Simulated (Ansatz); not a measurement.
**In: single points about a listed cell**

How do energy, forces, pressure and gap of In change under further strains and shifts, distortions that keep the symmetry? Each case is one self-consistent run.

Program: Ansatz 0.2.0. Level of theory: DFT PBE, scalar-relativistic, plane waves, PAW. These are calculated values, not measurements.

### Step 1. The starting structure

The structure is hexagonal, space group P6_3/mmc (No. 194). Conventional cell: a = 3.335 Å, b = 3.335 Å, c = 5.509 Å, α = 90.00°, β = 90.00°, γ = 120.00°. In (site symmetry -6m2) is surrounded by 12 In at 3.34 to 3.36 Å.

As a file:

```cif
data_structure
_symmetry_space_group_name_H-M 'P6_3/mmc'
_symmetry_Int_Tables_number 194
_cell_length_a 3.3355
_cell_length_b 3.3355
_cell_length_c 5.5091
_cell_angle_alpha 90.000
_cell_angle_beta 90.000
_cell_angle_gamma 120.000
_cell_volume 53.08
loop_
_atom_site_label
_atom_site_type_symbol
_atom_site_symmetry_multiplicity
_atom_site_Wyckoff_symbol
_atom_site_fract_x
_atom_site_fract_y
_atom_site_fract_z
_atom_site_occupancy
In1 In 2 c 0.33333 0.66667 0.25000 1
```

The structure comes from the Materials Project (structure only).

### Step 2. A change within the space group

The change: strain xx, yy, zz, yz, xz, xy = +3.8, +3.8, +5.3, +0.0, +0.0, +0.0 %.

input.yaml reads:

```yaml
crystal:
  lattice:
    - [3.4622332037, 0.0, 0.0]
    - [-1.7311166019, 2.9983819083, 0.0]
    - [0.0, 0.0, 5.8011274948]
  atoms:
    - { symbol: In, position: [0.33333333, 0.66666667, 0.25] }
    - { symbol: In, position: [0.66666667, 0.33333333, 0.75] }
basis:
  ecutwfc: 420
kpoints:
  mp_grid: { grid: [12, 12, 6] }
hamiltonian:
  xc: pbe
scf:
  occupations: { method: gaussian, width: 0.1 }
output:
  forces: true
  stress: true
  eigenvalues: true
```

On the command line:

```bash
> ansatz run input.yaml --threads 1 --pin off --max-ram 1331MiB --backend cpu --events-out ev --progress --plain --runs-dir out
```

### Step 3. A change within the space group

Changes to input.yaml since step 2:

```diff
@@ -2,5 +2,5 @@
   lattice:
-    - [3.4622332037, 0.0, 0.0]
-    - [-1.7311166019, 2.9983819083, 0.0]
-    - [0.0, 0.0, 5.8011274948]
+    - [3.4321137761, 0.0, 0.0]
+    - [-1.7160568881, 2.9722977189, 0.0]
+    - [0.0, 0.0, 5.834017078]
   atoms:
@@ -11,3 +11,3 @@
 kpoints:
-  mp_grid: { grid: [12, 12, 6] }
+  mp_grid: { grid: [15, 15, 8] }
 hamiltonian:
```

What does the calculation give? Wanted: for each run, case; energy; pressure; largest force.

The runs gave:

```
step                             case  energy (meV/atom)  pressure (GPa)  largest force (eV/Å)  gap on the mesh (eV)
   2  a change within the space group               +0.0            -2.3                  0.00                  0.00
   3  a change within the space group              -5.4*            -2.0                  0.00                  0.00
```

Energies are counted from step 2, with the smearing taken to zero; a star marks another k mesh, which can shift energies by itself, so starred rows don't rank against the others. A gap of 0.00 means none on the mesh at this level.

What this shows: The distorted cells of the listed formula and level show no gap on the mesh.
